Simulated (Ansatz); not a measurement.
The system is GaCuSe2.

```
Se Ga Cu
1.0
    -2.80955    2.80955    5.51300
     2.80955   -2.80955    5.51300
     2.80955    2.80955   -5.51300
Se Ga Cu
4 2 2
Direct
  0.12562 0.62500 0.00062
  0.87500 0.87438 0.49938
  0.62438 0.12500 0.99938
  0.37500 0.37562 0.50062
  0.25000 0.75000 0.50000
  0.50000 0.50000 0.00000
  0.75000 0.25000 0.50000
  0.00000 0.00000 0.00000
```

Base run:

```yaml
Program: Ansatz 0.2.0
Functional: PBEsol
Potentials_or_basis: Ansatz PAW
Cutoff: 420 eV
Density_cutoff: 1680 eV
k_mesh: 7 × 7 × 7
Occupations: fermi-dirac, width 0.05 eV
Spin: no spin polarisation
```

Its results: band gap on the k mesh 0.16 eV, direct; pressure -0.7 GPa; largest force 0.433 eV/Å.

Task: The run is repeated on the same cell with these changes: functional from PBEsol to PBE. What comes out?

Result: Band gap on the k mesh 0.24 eV, direct; pressure 2.8 GPa; largest force 0.392 eV/Å.

PBE binds less tightly than PBEsol, so the same cell stands under more pressure.

Caveats: the PAW data sets come from PBE, with cores solved anew for the run's functional, which leaves a small shift of forces and pressure (some runs).

Not every run made on this cell is shown here.
